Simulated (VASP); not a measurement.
Crystal: B.

```
B
1.0
     2.44920    1.41404    4.17472
    -2.44920    1.41404    4.17472
     0.00000   -2.82809    4.17472
B
12
Direct
  0.00997 0.65429 0.00997
  0.00997 0.00997 0.65429
  0.65429 0.00997 0.00997
  0.34571 0.99003 0.99003
  0.99003 0.34571 0.99003
  0.99003 0.99003 0.34571
  0.22057 0.63163 0.22057
  0.22057 0.22057 0.63163
  0.63163 0.22057 0.22057
  0.36837 0.77943 0.77943
  0.77943 0.36837 0.77943
  0.77943 0.77943 0.36837
```

* Program: VASP 6.6.1
* Task: relaxation of cell and atoms
* Functional: PBE
* Dispersion: D3(BJ)
* Potentials or basis: VASP PAW PBE potentials, release 64 (B)
* Cutoff: 600 eV
* k mesh: 6 × 6 × 6
* Occupations: gaussian, width 0.02 eV
* Spin: no spin polarisation

At the start: pressure -3.8 GPa; volume 7.23 Å³/atom.

Question: Where does the relaxation end?

Answer: Over 9 steps the energy falls by 2.2 meV/atom and the volume is 7.08 Å³/atom (-2.0 %); space group R-3m (No. 166, to 0.05 Å).

The path:
```csv
step,energy change (eV),largest force (eV/Å),pressure (GPa),volume (Å³)
1,0.0000,0.1497,-3.76,86.75
2,-0.0225,0.1309,1.49,84.63
3,-0.0237,0.1353,0.51,85.01
4,-0.0255,0.0845,-0.20,85.01
5,-0.0261,0.0403,0.03,85.01
6,-0.0263,0.0423,-0.02,85.02
7,-0.0264,0.0194,0.00,85.02
8,-0.0264,0.0121,-0.01,85.02
9,-0.0264,0.0023,0.00,85.02
```

Final structure:
```
CELL_PARAMETERS angstrom
2.43056 1.40328 4.15432
-2.43056 1.40328 4.15432
0.00000 -2.80657 4.15432
ATOMIC_POSITIONS crystal
B 0.01063 0.65350 0.01063
B 0.01063 0.01063 0.65350
B 0.65350 0.01063 0.01063
B 0.34650 0.98937 0.98937
B 0.98937 0.34650 0.98937
B 0.98937 0.98937 0.34650
B 0.22197 0.62934 0.22197
B 0.22197 0.22197 0.62934
B 0.62934 0.22197 0.22197
B 0.37066 0.77803 0.77803
B 0.77803 0.37066 0.77803
B 0.77803 0.77803 0.37066
```
